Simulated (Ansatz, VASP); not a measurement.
## One calculation of MnO, two programs

INCAR

```
PREC = Accurate
ENCUT = 520
EDIFF = 1E-6
ISMEAR = -1
SIGMA = 0.05
LREAL = False
LASPH = True
NELM = 150
ALGO = Normal
ISIF = 2
LWAVE = False
LCHARG = False
ISPIN = 2
MAGMOM = 4 0
LORBIT = 11
LMAXMIX = 4
LDAU = True
LDAUTYPE = 2
LDAUL = 2 -1
LDAUU = 6 0
LDAUJ = 0 0
LDAUPRINT = 1
GGA = PS
NBANDS = 20
```

File KPOINTS:

```
Automatic mesh
0
Gamma
  10 10 10
```

The input POSCAR:

```
MnO
1.0
    0.0000000000      2.2239077028      2.2239077028
    2.2239077028      0.0000000000      2.2239077028
    2.2239077028      2.2239077028      0.0000000000
Mn O
1 1
Direct
    0.0000000000      0.0000000000      0.0000000000
    0.5000000000      0.5000000000      0.5000000000
```

File input.yaml:

```yaml
crystal:
  lattice:
    - [0.0, 2.2239077028, 2.2239077028]
    - [2.2239077028, 0.0, 2.2239077028]
    - [2.2239077028, 2.2239077028, 0.0]
  atoms:
    - { symbol: Mn, position: [0.0, 0.0, 0.0], spin: 4.0 }
    - { symbol: O, position: [0.5, 0.5, 0.5] }
kpoints:
  mp_grid: { grid: [10, 10, 10] }
scf:
  occupations: { method: fermi_dirac, width: 0.05 }
hamiltonian:
  xc: pbesol
  pseudopotentials: { kind: all_electron, lapw: { basis_error: 0.001 } }
  hubbard:
    sites: [{ species: Mn, l: d, u_eff: 6 }]
    double_counting: fll
    projectors: ortho-atomic
magnetization:
  spin_polarized: true
output:
  forces: true
  stress: true
  eigenvalues: true
  dos: { projected: false, de: 0.2, e_range: [-20, 10] }
  hubbard: {}
```

Alike in both runs: functional PBEsol; k mesh 10 × 10 × 10; occupations fermi-dirac, width 0.05 eV; collinear spin; Hubbard terms Mn d U = 6.0 eV.

|  | VASP | Ansatz |
| --- | --- | --- |
| version | VASP 6.6.1 | Ansatz 0.2.0 |
| potentials or method | VASP PAW PBE potentials, release 64 (Mn_pv, O) | all-electron LAPW, scalar-relativistic |
| plane-wave cutoff (eV) | 520 | see its input |
| task | single point | density of states |

Ansatz gave:

| Item | Value |
| --- | --- |
| gap on the k mesh at the Fermi level (eV) | 0.32 |
| least direct gap on the mesh (eV) | 2.44 |
| pressure (GPa) | 5.2 |
| net moment per atom (μB) | 2.50 |
| size of the moment on the site where the two differ most (μB) | 4.60 |

Task: Estimate VASP's values.

Result: gap on the k mesh at the Fermi level (eV): 0.50; least direct gap on the mesh (eV): 2.59; pressure (GPa): 2.1; net moment per atom (μB): 2.50; size of the moment on the site where the two differ most (μB): 4.67.

Site moments also hang on the region over which each program counts them. The programs project onto different local orbitals, so the same U acts differently. Ansatz ran all-electron here, so the differences hold the error of VASP's frozen core and of both bases.

Caveats: a cell with one magnetic atom can't hold antiferromagnetic order, which such compounds often take; the PAW data sets were made with another functional, which shifts forces and pressure a little (VASP); the magnetic state may not be the lowest (Ansatz); U is the effective U less J, on atomic orbitals that reach past the spheres (Ansatz); the density of states is complete only up to the lowest level of the last band computed (Ansatz). The state reached can hang on the start; a lower one may exist. A k mesh can miss the band edges.
